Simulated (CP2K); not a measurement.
## PbF2 (Fluorocronite) under changes of volume

One of the cells (17.354 Å³/atom); the others are scaled copies at fixed shape and fractional positions:

```xyz
3
Lattice="4.1912 0.0000 0.0000 2.0956 3.6297 0.0000 2.0956 1.2099 3.4221" Properties=species:S:1:pos:R:3 pbc="T T T"
Pb    0.0000    0.0000    0.0000
F     6.2869    3.6297    2.5666
F     2.0956    1.2099    0.8555
```

| Property | Result |
| --- | --- |
| Program | CP2K 2026.2 |
| Functional | PBEsol |
| Potentials or basis | POTENTIAL_UZH Pb GTH-PBE-q4, F GTH-PBE-q7; TZVP-MOLOPT-PBE-GTH basis |
| Density cutoff | 10204 eV |
| k mesh | 8 × 8 × 8 |
| Occupations | fermi-dirac, width 0.0259 eV |
| Spin | no spin polarisation |

```csv
volume (Å³/atom),energy over the lowest point (meV/atom),pressure (GPa),gap on the mesh (eV)
16.313,29.46,7.3,4.16
16.660,16.06,5.1,4.17
17.007,6.99,3.3,4.18
17.354,1.77,1.6,4.20
17.701,0.00,0.1,4.20
18.048,?,?,?
18.395,5.37,-2.5,4.22
```

Problem. What does the run at 18.048 Å³/atom give?

Solution. Energy over the lowest point 1.31 meV/atom; pressure -1.3 GPa; gap on the mesh 4.21 eV.

Worked out: A Birch-Murnaghan fit of order 3 (a polynomial in V^(-2/3)) to the other rows has its minimum at 17.72 Å³/atom with B0 = V·E''(V) = 72 GPa and B' = 4.7. It gives 1.31 meV/atom at 18.048 Å³/atom, against the run's 1.31, and -dE/dV = -1.3 GPa, against -1.3. A parabola through the other rows of the gap, of slope 0.431 eV per unit of ln V there, gives 4.21 eV, against the run's 4.21.

Energies are extrapolated to zero smearing.

Caveats: the potentials were made for another functional, which shifts forces and pressure; spin-orbit coupling is left out, which as a rule narrows the gap of such compounds by several tenths of an eV; the basis of atomic orbitals isn't converged, which shifts pressures, moduli and gaps.

A mesh can miss the band edges.
